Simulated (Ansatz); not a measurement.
Reaction (formal exchange of groups at the Si–Te bond): `C#C[SiH2][Te]C` + `CCC(=O)O` → `C#C[SiH2]C(=O)O` + `CC[Te]C`

Isolated molecules relaxed with PBE0-D4/def2-TZVP in Ansatz; ΔE leaves out vibrations. CBS: MP2 limit from def2 TZ/QZ plus the TZ coupled-cluster correction, frozen cores. Functionals use def2-TZVPP. B3LYP here is the variant with VWN-RPA as its local correlation; programs differ in this. Elements past krypton have def2 core potentials. For Te outer-core shells are correlated without core-valence functions, which leaves a few kJ/mol of doubt a bond. One conformer a species, not always the lowest.

```
             level  ΔE (kJ/mol)  difference from CCSD(T)/CBS
         r2SCAN-D4        106.6                          6.2
           PBE0-D4        110.8                         10.4
          B3LYP-D4         99.3                         -1.1
           ωB97X-V        105.5                          5.1
           ωB97M-V        104.1                          3.7
            B2PLYP         98.9                         -1.5
               PBE         99.0                         -1.4
              PBE0        109.4                          9.0
    MP2/def2-TZVPP        103.3                          2.9
SCS-MP2/def2-TZVPP         99.0                         -1.4
   CCSD/def2-TZVPP        102.6                          2.2
     HF/def2-QZVPP        114.1                         13.7
    MP2/def2-QZVPP        103.2                          2.8
SCS-MP2/def2-QZVPP         99.0                         -1.4
      HF/CBS(def2)        114.0                         13.6
     MP2/CBS(def2)        103.7                          3.3
       CCSD(T)/CBS        100.4                            0
```

Largest T1 diagnostic among the species: 0.016.

From PBE to PBE0 (25 % exact exchange), in def2-TZVPP and without D4, ΔE moves by +10.4 kJ/mol. In def2-TZVPP, CCSD(T) changes the Hartree–Fock value by −14.9 kJ/mol (the triples alone add −2.5 kJ/mol) and MP2 by −11.7 kJ/mol.

CCSD(T)/CBS has its own doubt, a few kJ/mol and more with outer-core shells, so smaller differences from it don't rank the levels.
